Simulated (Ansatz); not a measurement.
# BN: the cost of one run

Method: DFT PBEsol, scalar-relativistic, plane waves, PAW, in Ansatz 0.2.0.

2 further runs of the same task are left out: 2 set aside as unsound or not needed.

## 1. The starting structure

Symmetry: F-43m, No. 216, cubic system. Conventional cell: a = 3.606 Å, b = 3.606 Å, c = 3.606 Å, α = 90.00°, β = 90.00°, γ = 90.00°. B (site symmetry -43m) has 4 N at 1.56 Å as nearest neighbours. Around N (site symmetry -43m) lie 4 B at 1.56 Å.

As a file:

```
CELL_PARAMETERS angstrom
0.00000 1.80285 1.80285
1.80285 0.00000 1.80285
1.80285 1.80285 0.00000
ATOMIC_POSITIONS crystal
B 0.00000 0.00000 0.00000
N 0.75000 0.75000 0.75000
```

It goes back to an entry of the Materials Project.

This cell was relaxed beforehand with the same method: volume 5.86 Å³/atom, gap on the mesh 4.30 eV.

## 2. Phonons at Γ, at rest

File input.yaml:

```yaml
crystal:
  lattice:
    - [0.0, 1.8028454624, 1.8028454624]
    - [1.8028454624, 0.0, 1.8028454624]
    - [1.8028454624, 1.8028454624, 0.0]
  atoms:
    - { symbol: B, position: [0.0, 0.0, 0.0] }
    - { symbol: "N", position: [0.75, 0.75, 0.75] }
basis:
  ecutwfc: 420
kpoints:
  mp_grid: { grid: [12, 12, 12] }
hamiltonian:
  xc: pbesol
scf:
  occupations: { method: fixed }
output:
  eigenvalues: true
phonons:
  method: dfpt
  dielectric: true
  rigid_motions: translations
  eigenvectors: true
```

Started as:

```
$ ansatz run input.yaml --threads 1 --pin off --max-ram 3072MiB --backend cpu --events-out ev --progress --plain --runs-dir out
```

Q: Estimate wall time and peak memory on 1 thread of Intel Xeon 6975P-C (Granite Rapids), shared host.

About 7.8 s, with a peak of 0.39 GiB.
